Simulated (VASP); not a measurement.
Set up this calculation in VASP 6.6.1, as the native input.

```yaml
Task: relaxation of shape and atoms at fixed volume
Functional: PBEsol
Potentials_or_basis: VASP PAW PBE potentials, release 64 (Al, N)
Cutoff: 600 eV
k_mesh: 12 × 12 × 6
Occupations: gaussian, width 0.03 eV
Spin: no spin polarisation
Further_INCAR_settings: ALGO = Normal; EDIFF = 1e-07; IBRION = 2; EDIFFG = -0.01; NSW = 40; ISIF = 4
```

The structure of AlN lies in POSCAR:

```
AlN                                     
1.0
    3.0495513499      0.0000000000      0.0000000000
   -1.5247756749      2.6409889392     -0.0000000000
   -0.0000000000     -0.0000000000      4.8801149118
  Al              N             
     2     2
Direct
     0.3333333332999970    0.6666666667000030    0.9989855796421117
     0.6666666667000030    0.3333333332999970    0.4989855796421115
     0.3333333332999970    0.6666666667000030    0.3810144203578910
     0.6666666667000030    0.3333333332999970    0.8810144203578909
```

The cell isn't the ideal one: a relaxed cell with its volume scaled by 0.94.

The input as run:

INCAR

```
PREC = Accurate
ENCUT = 600
EDIFF = 1E-7
ISMEAR = 0
SIGMA = 0.03
LREAL = F
LASPH = T
NELM = 80
ALGO = Normal
ISIF = 4
LWAVE = F
LCHARG = F
GGA = PS
IBRION = 2
NSW = 40
EDIFFG = -0.01
```

KPOINTS

```
regular mesh
0
Gamma
  12 12 6
```

Potentials or basis: VASP PAW PBE potentials, release 64 (Al, N).

The run is started by

```sh
$ cat potpaw_PBE.64/Al/POTCAR potpaw_PBE.64/N/POTCAR > POTCAR
$ mpirun -np 1 vasp_std > vasp.out
```

It gave:

* Energy gained by relaxing: 0.2 meV/atom
* Ionic steps: 5
* Pressure after relaxing: 14.1 GPa
* Band gap on the k mesh: 4.63 eV, direct

Caveat: the PAW data sets were made with another functional, which shifts forces and pressure a little.

Wall time 61 s on 1 thread of AMD EPYC 9R45 (Zen 5) (shared host), peak memory 0.14 GiB.
